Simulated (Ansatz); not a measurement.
## Al(111) with 4 layers of random Al-Ru, 2x2: scattering by chemical disorder

Aim: the residual resistivity of a random alloy, from Al(111) with 4 layers of random Al-Ru, 2x2 and longer regions.

Main program and level: Ansatz 0.2.0; Ansatz plane-wave DFT, PBE, PAW files; ballistic transport by layer matching (Landauer), zero bias; PAW set soft_1.

### 1. Starting point

The cell holds 40 atoms: 32 Al and 8 Ru. Cell: a = 5.725 Å, b = 5.725 Å, c = 23.429 Å, α = 93.5°, β = 86.5°, γ = 120.0°. It derives from Al. Regions: lead, 24 atoms (24 Al); scattering region, 16 atoms (8 Ru and 8 Al). The structure is stacked along c, and the current runs across the ab planes.

### 2. With 4 alloy layers

In 4 layers a share of 0.5 of the sites is given to Ru at random. The layers about the cell's end stay perfect and serve as the lead. Disorder leaves little or no symmetry, which makes such runs dear. Energies from -0.05 to 0.05 eV in steps of 0.05 eV are too few for the program's thermal sum, so it prints no conductance; for a metal the transmission near the Fermi level serves, at a fraction of the cost.

input.yaml reads:

```yaml
crystal:
  lattice:
    - [5.7246940741, 0.0, 0.0]
    - [-2.862347037, 4.957730497, 0.0]
    - [1.4311735185, -0.8262884162, 23.3709656917]
  atoms:
    - { symbol: Al, position: [0.9916666667, 0.0083333333, 0.05] }
    - { symbol: Al, position: [0.9916666667, 0.5083333333, 0.05] }
    - { symbol: Al, position: [0.4916666667, 0.0083333333, 0.05] }
    - { symbol: Al, position: [0.4916666667, 0.5083333333, 0.05] }
    - { symbol: Al, position: [0.1416666667, 0.3583333333, 0.15] }
    - { symbol: Al, position: [0.1416666667, 0.8583333333, 0.15] }
    - { symbol: Al, position: [0.6416666667, 0.3583333333, 0.15] }
    - { symbol: Al, position: [0.6416666667, 0.8583333333, 0.15] }
    - { symbol: Al, position: [0.2916666667, 0.2083333333, 0.25] }
    - { symbol: Al, position: [0.2916666667, 0.7083333333, 0.25] }
    - { symbol: Al, position: [0.7916666667, 0.2083333333, 0.25] }
    - { symbol: Al, position: [0.7916666667, 0.7083333333, 0.25] }
    - { symbol: Ru, position: [0.9416666667, 0.0583333333, 0.35] }
    - { symbol: Al, position: [0.9416666667, 0.5583333333, 0.35] }
    - { symbol: Al, position: [0.4416666667, 0.0583333333, 0.35] }
    - { symbol: Al, position: [0.4416666667, 0.5583333333, 0.35] }
    - { symbol: Ru, position: [0.0916666667, 0.4083333333, 0.45] }
    - { symbol: Al, position: [0.0916666667, 0.9083333333, 0.45] }
    - { symbol: Ru, position: [0.5916666667, 0.4083333333, 0.45] }
    - { symbol: Ru, position: [0.5916666667, 0.9083333333, 0.45] }
    - { symbol: Ru, position: [0.2416666667, 0.2583333333, 0.55] }
    - { symbol: Al, position: [0.2416666667, 0.7583333333, 0.55] }
    - { symbol: Al, position: [0.7416666667, 0.2583333333, 0.55] }
    - { symbol: Al, position: [0.7416666667, 0.7583333333, 0.55] }
    - { symbol: Ru, position: [0.8916666667, 0.1083333333, 0.65] }
    - { symbol: Ru, position: [0.8916666667, 0.6083333333, 0.65] }
    - { symbol: Al, position: [0.3916666667, 0.1083333333, 0.65] }
    - { symbol: Ru, position: [0.3916666667, 0.6083333333, 0.65] }
    - { symbol: Al, position: [0.0416666667, 0.4583333333, 0.75] }
    - { symbol: Al, position: [0.0416666667, 0.9583333333, 0.75] }
    - { symbol: Al, position: [0.5416666667, 0.4583333333, 0.75] }
    - { symbol: Al, position: [0.5416666667, 0.9583333333, 0.75] }
    - { symbol: Al, position: [0.1916666667, 0.3083333333, 0.85] }
    - { symbol: Al, position: [0.1916666667, 0.8083333333, 0.85] }
    - { symbol: Al, position: [0.6916666667, 0.3083333333, 0.85] }
    - { symbol: Al, position: [0.6916666667, 0.8083333333, 0.85] }
    - { symbol: Al, position: [0.8416666667, 0.1583333333, 0.95] }
    - { symbol: Al, position: [0.8416666667, 0.6583333333, 0.95] }
    - { symbol: Al, position: [0.3416666667, 0.1583333333, 0.95] }
    - { symbol: Al, position: [0.3416666667, 0.6583333333, 0.95] }
kpoints:
  mp_grid: { grid: [5, 5, 1] }
hamiltonian:
  xc: pbe
  pseudopotentials: { kind: paw, azcp: { folder: soft_1 } }
scf:
  occupations: { method: fermi_dirac, width: 0.1 }
output:
  transmission:
    leads: [[0, 4]]
    kmesh: [10, 10]
    e_range: [-0.05, 0.05]
    de: 0.05
  write_potential: true
  write_density: true
  volumetric_format: npy
```

Started as:

```bash
$ ansatz run input.yaml --threads 4 --pin off --max-ram 15360MiB --backend cpu --events-out ev --progress --plain --runs-dir out
```

Numbers of over 12 decimals in the logs are rounded to 6 here.

Output:

```text
Engine: ansatz 0.2.0, aarch64-unknown-linux-gnu
Pseudopotentials: kind: paw
Pseudopotential: Al, paw, valence charge 3, recommended cutoff 420 eV (normal), soft_1/Al.paw.azcp
Pseudopotential: Ru, paw, valence charge 16, recommended cutoff 420 eV (normal), soft_1/Ru.paw.azcp
Functional definition: PBE
  parameter kappa = 0.804
  parameter beta = 0.066725
  exchange = pbe_x(kappa = kappa, mu = beta*pi^2/3)
  correlation = pbe_c(beta = beta)
Crystal: 40 atoms, lattice volume = 663.303 Å³
Basis set: ecut = 420 eV, 13043 PW (Γ)
Bands: 152, of which v1, the nominal top of the filled ones, is band 112 counted from 1 (111 counted from 0)
Symmetry: 1 space group operations
Space group: P1 (ITA 1), of the structure as read, at distance tolerance 8.7e-5 Å
k-points: 13 of 25 (time reversal used)
Non-local potential: Al, projectors of the file, l = 0: 2, l = 1: 2, l = 2: 1
Non-local potential: Ru, projectors of the file, l = 0: 3, l = 1: 2, l = 2: 2, l = 3: 1
PAW form: soft (Blöchl's): semilocal exchange-correlation on the pseudo side does not see the compensation charge
PAW one-centre angular grid: Al, 110 points (default); XC on 64 Gauss nodes
PAW one-centre angular grid: Ru, 590 points (default); XC on 64 Gauss nodes
Initial density: superposition of atomic densities (chi_scale 0.1, normalization cell, long waves of neutral atoms (reshape's long-wave potential 8.50 eV rms, cloud 2.67 Å wide))
Initial wavefunctions: pseudopotential atomic-orbital guess
Functional: x = pbe(κ = 0.804, μ = 0.219515), c = pbe(β = 0.066725)
SCF iter   1: F=—  HF=-64260.928367 eV  |F-HF|=—  |Δ(HF+E_count)|=         —  Δρ=1.43e-1  dr2=1.23e3  ethr=3.10e-3  ⟨swp⟩=6.8  Hψ=8151  notcnv=0
preconditioner: auto → Kerker (q_TF=auto, 2.277 Å⁻¹)  [metal: Δε(μ)=0.016 eV  Ē_g=5.671 eV  σ=0.100 eV  W_gap=0.04  n_scr=126 (ndim 8)  ℏωp=18.2 eV  f_vac=0.000  D(μ)=24.69/eV (n_scr^D=206)]
SCF iter   2: F=—  HF=-64235.697812 eV  |F-HF|=—  |Δ(HF+E_count)|=    2.52e1  Δρ=5.34e-2  dr2=1.53e2  ethr=3.10e-3  ⟨swp⟩=3.0  Hψ=4546  notcnv=0  defer=23
SCF iter   3: F=—  HF=-64232.566441 eV  |F-HF|=—  |Δ(HF+E_count)|=    3.13e0  Δρ=2.03e-2  dr2=1.66e1  ethr=3.10e-3  ⟨swp⟩=3.2  Hψ=3388  notcnv=0  defer=26
SCF iter   4: F=—  HF=-64232.389684 eV  |F-HF|=—  |Δ(HF+E_count)|=   1.77e-1  Δρ=1.39e-2  dr2=4.65e0  ethr=3.10e-3  ⟨swp⟩=2.0  Hψ=2447  notcnv=0  defer=56
SCF iter   5: F=—  HF=-64232.271300 eV  |F-HF|=—  |Δ(HF+E_count)|=   1.18e-1  Δρ=6.95e-3  dr2=1.62e0  ethr=2.08e-3  ⟨swp⟩=1.0  Hψ=1956  notcnv=0  defer=70
SCF iter   6: F=—  HF=-64232.228567 eV  |F-HF|=—  |Δ(HF+E_count)|=   4.27e-2  Δρ=2.11e-3  dr2=1.38e-1  ethr=7.24e-4  ⟨swp⟩=1.0  Hψ=1901  notcnv=0  defer=75
SCF iter   7: F=—  HF=-64232.225072 eV  |F-HF|=—  |Δ(HF+E_count)|=   3.49e-3  Δρ=1.56e-4  dr2=1.22e-3  ethr=6.15e-5  ⟨swp⟩=1.0  Hψ=1901  notcnv=0  defer=75
SCF iter   8: F=—  HF=-64232.225163 eV  |F-HF|=—  |Δ(HF+E_count)|=   9.06e-5  Δρ=4.79e-5  dr2=1.90e-4  ethr=5.44e-7  ⟨swp⟩=1.9  Hψ=1973  notcnv=0  defer=75
SCF iter   9: F=—  HF=-64232.225161 eV  |F-HF|=—  |Δ(HF+E_count)|=   1.93e-6  Δρ=5.24e-5  dr2=9.69e-5  ethr=8.48e-8  ⟨swp⟩=1.0  Hψ=1901  notcnv=0  defer=75
SCF iter  10: F=—  HF=-64232.225303 eV  |F-HF|=—  |Δ(HF+E_count)|=   1.42e-4  Δρ=4.02e-6  dr2=2.08e-7  ethr=4.33e-8  ⟨swp⟩=1.0  Hψ=1967  notcnv=0  defer=75
SCF iter  11: F=-64232.225303 eV  HF=-64232.225303 eV  |F-HF|=5.33e-8  |Δ(HF+E_count)|=   5.58e-8  Δρ=2.16e-6  dr2=5.96e-8  ethr=4.46e-11  ⟨swp⟩=11.8  Hψ=6045  notcnv=0
SCF 1 converged in 11 iterations: F = -64232.225303 eV  dr2 = 5.96e-8
  greatest PAW one-centre occupation: 1.000 electrons in one spin orbital (limit 2), on the Ru atom at site 12 (counted from 0), in its partial waves of l = 0
transmission: 189 of 1872 steps passed
transmission: 378 of 1872 steps passed
[...]
transmission: 1872 of 1872 steps passed
SCF converged after 11 iterations
Free energy (F): -64232.225303 eV
Harris-Foulkes:  -64232.225303 eV  (|F-HF|=5.33e-8)
Internal energy: -64231.180609 eV  (E = F + TS)
E sigma→0 (E₀):  -64231.702956 eV
Entropy (-TS):   -1.044694 eV (-26.117 meV/atom)
Fermi energy:    9.842839 eV
--- Per-component energies (eV) ---
  E_band       = -1530.966251
  E_kinetic    = 4361.999868
  E_local      = -68865.423526  (includes V_loc(G=0)·N_el)
  E_nonlocal   = 3634.954263
  E_hartree    = 32186.588255
  E_xc         = -2544.656373
  E_vxc        = -2624.592295  (∫ρ·V_xc dr)
  E_paw        = -43038.717356  (= ΣΔE_a)
  E_vpaw       = -2411.047098  (= ΣTr[D̂ρ^β])
  E_aug_tail   = 0.005419  (compensation charges beyond the density's cutoff)
  E_ewald      = 10034.068841
  E_smearing   = -1.044694  (= −TS)
  E_closure    = -0.000000  (closes the sum)
  Σ components = -64232.225303   (vs F -64232.225303, Δ=0.00e0)
--- Band table (eV; the first three rows and the last of 13) ---
  k-point 0: bands = [... 108 lower, 9.4902, 9.4965, 9.5844, 9.5896, 9.6038, 9.6992, 9.7386, 9.7874, ... 36 higher]
  k-point 1: bands = [... 108 lower, 9.4976, 9.5299, 9.5973, 9.7058, 9.7269, 9.8098, 9.9039, 9.9147, ... 36 higher]
  k-point 2: bands = [... 108 lower, 9.7669, 9.8042, 9.8509, 9.8795, 9.9323, 9.9793, 10.0383, 10.1521, ... 36 higher]
  k-point 12: bands = [... 108 lower, 9.6391, 9.6943, 9.7710, 9.7855, 9.8700, 9.9345, 10.0221, 10.0551, ... 36 higher]
--- Transmission ---
  basis      : 253 plane waves across, 36 finite elements along
  points     : 52, standing for a mesh of 10 x 10
  energies   : 3 from -0.050000 to 0.050000 eV about the Fermi level, 0.050000 eV apart; the leads are filled to 0.000000 eV, and channels, transmission and decay are at 0.000000 eV
  crystal 0  : Al4, at the sites [0, 4], period 2.3371 Å, over 14.02 Å; its Hamiltonian steps by up to 37.4 meV: too much for a lead, lay more layers or, if its atoms are ordered, name the step of that order
    offset         : up to 0.0000 Å between an atom of the period and one for which it stands
    channels       : 5.590000e0 a spin
    conductance    : none, the energies end too early or step too widely for 300 K: set another output.transmission.e_range or a lower de, or, where they end at an eighth of basis.ecutwfc, a higher one
  junction   : crystal 0 to crystal 0, 0.70 to 21.73 Å
    transmission   : 1.852025e0 a spin
    conductance    : none, the energies end too early or step too widely for 300 K: set another output.transmission.e_range or a lower de, or, where they end at an eighth of basis.ecutwfc, a higher one
```

Elapsed: 5.2 min, on 4 threads of Arm Neoverse V2, shared host; peak memory 2.5 GiB.

Numbers from this step:

```
free energy                                    : -64232.2253 eV
energy at zero smearing                        : -64231.7030 eV
Fermi energy                                   : 9.843 eV
cell area                                      : 28.38 Å²
transmission per spin nearest the Fermi level  : 1.852
open channels per spin nearest the Fermi level : 5.59
step of the lead's potential                   : 37.4 meV
```

Per spin. The transmission, zone mean by energy, zero at the Fermi level:

| energy (eV) | transmission, zone mean |
| --- | --- |
| -0.0500 | 1.83 |
| 0.0000 | 1.85 |
| 0.0500 | 1.83 |

Per spin. Open channels, zone mean, lead against energy, zero at the Fermi level:

| energy (eV) | open channels, zone mean, lead |
| --- | --- |
| -0.0500 | 5.29 |
| 0.0000 | 5.59 |
| 0.0500 | 5.51 |

Transmission over k1 and k2. At 0.0000 eV from the Fermi level.

Ten even steps from '_' (1.17) to '@' (2.54):
```
++%%**++##++....____
::++==##@@__==..____
==**@@##**##@@++__..
++++%%####**####++++
__++**%%**==**%%**++
++++++####**####%%++
==..__++@@##**##@@**
::____..==__@@##==++
++____....++##++**%%
::----..::..::..----
```
Columns: k1 (b1) from -0.5 to 0.4; rows upwards: k2 (b2) from -0.5 to 0.4.

Open channels over k1 and k2. At 0.0000 eV from the Fermi level.

Ten even steps from '_' (3.00) to '@' (8.00):
```
==****@@****==__::__
::**==%%%%==**::::::
::@@%%%%%%%%%%@@::__
==**%%%%****%%%%**==
::**==%%**%%**%%==**
====**%%%%****%%%%**
::__::@@%%%%%%%%%%@@
::::::::**==%%%%==**
==__::__==****@@****
::==::::==::==::::==
```
Columns: k1 (b1) from -0.5 to 0.4; rows upwards: k2 (b2) from -0.5 to 0.4.

Over the solved energies the transmission per spin lies between 1.83 and 1.85, out of 5.46 channels of the lead on average (up to 5.59). The log calls the step of a lead's potential too much.

### 3. With 8 alloy layers

In 8 layers a share of 0.5 of the sites is given to Ru at random. A fresh draw is used; the growth of the resistance with length is what counts.

System of this step: Al(111) with 8 layers of random Al-Ru, 2x2. The cell holds 56 atoms: 40 Al and 16 Ru. Its edges and angles: a = 5.725 Å, b = 5.725 Å, c = 32.761 Å, α = 87.5°, β = 92.5°, γ = 120.0°. It derives from Al. Regions: lead, 24 atoms (24 Al); scattering region, 32 atoms (16 Al and 16 Ru). The structure is stacked along c, and the current runs across the ab planes.

input.yaml reads:

```yaml
crystal:
  lattice:
    - [5.7246940741, 0.0, 0.0]
    - [-2.862347037, 4.957730497, 0.0]
    - [-1.4311735185, 0.8262884162, 32.7193519684]
  atoms:
    - { symbol: Al, position: [0.005952381, 0.994047619, 0.0357142857] }
    - { symbol: Al, position: [0.005952381, 0.494047619, 0.0357142857] }
    - { symbol: Al, position: [0.505952381, 0.994047619, 0.0357142857] }
    - { symbol: Al, position: [0.505952381, 0.494047619, 0.0357142857] }
    - { symbol: Al, position: [0.1845238095, 0.3154761905, 0.1071428571] }
    - { symbol: Al, position: [0.1845238095, 0.8154761905, 0.1071428571] }
    - { symbol: Al, position: [0.6845238095, 0.3154761905, 0.1071428571] }
    - { symbol: Al, position: [0.6845238095, 0.8154761905, 0.1071428571] }
    - { symbol: Al, position: [0.3630952381, 0.1369047619, 0.1785714286] }
    - { symbol: Al, position: [0.3630952381, 0.6369047619, 0.1785714286] }
    - { symbol: Al, position: [0.8630952381, 0.1369047619, 0.1785714286] }
    - { symbol: Al, position: [0.8630952381, 0.6369047619, 0.1785714286] }
    - { symbol: Al, position: [0.0416666667, 0.9583333333, 0.25] }
    - { symbol: Al, position: [0.0416666667, 0.4583333333, 0.25] }
    - { symbol: Al, position: [0.5416666667, 0.9583333333, 0.25] }
    - { symbol: Ru, position: [0.5416666667, 0.4583333333, 0.25] }
    - { symbol: Ru, position: [0.2202380952, 0.2797619048, 0.3214285714] }
    - { symbol: Al, position: [0.2202380952, 0.7797619048, 0.3214285714] }
    - { symbol: Ru, position: [0.7202380952, 0.2797619048, 0.3214285714] }
    - { symbol: Al, position: [0.7202380952, 0.7797619048, 0.3214285714] }
    - { symbol: Ru, position: [0.3988095238, 0.1011904762, 0.3928571429] }
    - { symbol: Ru, position: [0.3988095238, 0.6011904762, 0.3928571429] }
    - { symbol: Al, position: [0.8988095238, 0.1011904762, 0.3928571429] }
    - { symbol: Ru, position: [0.8988095238, 0.6011904762, 0.3928571429] }
    - { symbol: Al, position: [0.0773809524, 0.9226190476, 0.4642857143] }
    - { symbol: Al, position: [0.0773809524, 0.4226190476, 0.4642857143] }
    - { symbol: Al, position: [0.5773809524, 0.9226190476, 0.4642857143] }
    - { symbol: Ru, position: [0.5773809524, 0.4226190476, 0.4642857143] }
    - { symbol: Ru, position: [0.255952381, 0.244047619, 0.5357142857] }
    - { symbol: Ru, position: [0.255952381, 0.744047619, 0.5357142857] }
    - { symbol: Ru, position: [0.755952381, 0.244047619, 0.5357142857] }
    - { symbol: Ru, position: [0.755952381, 0.744047619, 0.5357142857] }
    - { symbol: Al, position: [0.4345238095, 0.0654761905, 0.6071428571] }
    - { symbol: Al, position: [0.4345238095, 0.5654761905, 0.6071428571] }
    - { symbol: Ru, position: [0.9345238095, 0.0654761905, 0.6071428571] }
    - { symbol: Ru, position: [0.9345238095, 0.5654761905, 0.6071428571] }
    - { symbol: Ru, position: [0.1130952381, 0.8869047619, 0.6785714286] }
    - { symbol: Al, position: [0.1130952381, 0.3869047619, 0.6785714286] }
    - { symbol: Al, position: [0.6130952381, 0.8869047619, 0.6785714286] }
    - { symbol: Al, position: [0.6130952381, 0.3869047619, 0.6785714286] }
    - { symbol: Al, position: [0.2916666667, 0.2083333333, 0.75] }
    - { symbol: Al, position: [0.2916666667, 0.7083333333, 0.75] }
    - { symbol: Ru, position: [0.7916666667, 0.2083333333, 0.75] }
    - { symbol: Ru, position: [0.7916666667, 0.7083333333, 0.75] }
    - { symbol: Al, position: [0.4702380952, 0.0297619048, 0.8214285714] }
    - { symbol: Al, position: [0.4702380952, 0.5297619048, 0.8214285714] }
    - { symbol: Al, position: [0.9702380952, 0.0297619048, 0.8214285714] }
    - { symbol: Al, position: [0.9702380952, 0.5297619048, 0.8214285714] }
    - { symbol: Al, position: [0.1488095238, 0.8511904762, 0.8928571429] }
    - { symbol: Al, position: [0.1488095238, 0.3511904762, 0.8928571429] }
    - { symbol: Al, position: [0.6488095238, 0.8511904762, 0.8928571429] }
    - { symbol: Al, position: [0.6488095238, 0.3511904762, 0.8928571429] }
    - { symbol: Al, position: [0.3273809524, 0.1726190476, 0.9642857143] }
    - { symbol: Al, position: [0.3273809524, 0.6726190476, 0.9642857143] }
    - { symbol: Al, position: [0.8273809524, 0.1726190476, 0.9642857143] }
    - { symbol: Al, position: [0.8273809524, 0.6726190476, 0.9642857143] }
kpoints:
  mp_grid: { grid: [5, 5, 1] }
hamiltonian:
  xc: pbe
  pseudopotentials: { kind: paw, azcp: { folder: soft_1 } }
scf:
  occupations: { method: fermi_dirac, width: 0.1 }
output:
  transmission:
    leads: [[0, 4]]
    kmesh: [10, 10]
    e_range: [-0.05, 0.05]
    de: 0.05
  write_potential: true
  write_density: true
  volumetric_format: npy
```

Output:

```text
[...]
Crystal: 56 atoms, lattice volume = 928.624 Å³
Basis set: ecut = 420 eV, 18271 PW (Γ)
Bands: 244, of which v1, the nominal top of the filled ones, is band 188 counted from 1 (187 counted from 0)
Symmetry: 1 space group operations
[...]
k-points: 13 of 25 (time reversal used)
[...]
SCF iter   1: F=—  HF=-115598.734937 eV  |F-HF|=—  |Δ(HF+E_count)|=         —  Δρ=1.31e-1  dr2=1.89e3  ethr=3.10e-3  ⟨swp⟩=6.4  Hψ=12636  notcnv=0
[...]
SCF iter  10: F=-115562.637063 eV  HF=-115562.637063 eV  |F-HF|=4.09e-8  |Δ(HF+E_count)|=   4.06e-8  Δρ=1.12e-6  dr2=4.40e-8  ethr=2.66e-11  ⟨swp⟩=9.8  Hψ=9479  notcnv=0
SCF 1 converged in 10 iterations: F = -115562.637063 eV  dr2 = 4.40e-8
[...]
transmission: 276 of 2756 steps passed
transmission: 558 of 2756 steps passed
[...]
transmission: 2756 of 2756 steps passed
SCF converged after 10 iterations
Free energy (F): -115562.637063 eV
[...]
Internal energy: -115561.071890 eV  (E = F + TS)
E sigma→0 (E₀):  -115561.854476 eV
Entropy (-TS):   -1.565173 eV (-27.950 meV/atom)
Fermi energy:    10.692857 eV
[...]
--- Band table (eV; the first three rows and the last of 13) ---
  k-point 0: bands = [... 184 lower, 10.4519, 10.5102, 10.5384, 10.5756, 10.5999, 10.6106, 10.6765, 10.7104, ... 52 higher]
  k-point 1: bands = [... 184 lower, 10.4892, 10.5206, 10.5749, 10.6164, 10.6492, 10.6994, 10.7279, 10.7805, ... 52 higher]
  k-point 2: bands = [... 184 lower, 10.5619, 10.5884, 10.6457, 10.7014, 10.7619, 10.8272, 10.8409, 10.8863, ... 52 higher]
  k-point 12: bands = [... 184 lower, 10.5534, 10.6156, 10.6339, 10.6568, 10.7266, 10.7761, 10.7974, 10.8343, ... 52 higher]
--- Transmission ---
  basis      : 253 plane waves across, 53 finite elements along
  points     : 52, standing for a mesh of 10 x 10
[...]
channels       : 5.590000e0 a spin
[...]
junction   : crystal 0 to crystal 0, 0.70 to 31.08 Å
    transmission   : 9.206314e-1 a spin
[...]
```

Wall time 8.2 min (4 threads); peak memory 5.1 GiB.

Numbers from this step:

```yaml
free_energy: -115562.6371 eV
energy_at_zero_smearing: -115561.8545 eV
fermi_energy: 10.69 eV
transmission_per_spin_nearest_the_fermi_level: 0.9206
step_of_the_lead_s_potential: 24 meV
```

Per spin. The transmission, zone mean by energy, zero at the Fermi level:

| energy (eV) | transmission, zone mean |
| --- | --- |
| -0.0500 | 1.01 |
| 0.0000 | 0.921 |
| 0.0500 | 0.997 |

Over the solved energies the transmission per spin lies between 0.921 and 1.01, out of 5.49 channels of the lead on average (up to 5.59).

(Part 1 of 2 ends here.)

[Logs are printed without paths, hosts, clocks, repeated set-up lines and the standing remarks that a program may print on its own settings, such as how far it seeks lower states.]

[Hosts, paths, dates, database ids (printed as entryN), source tags and the programs' standing remarks are cut or masked in the printed files.]
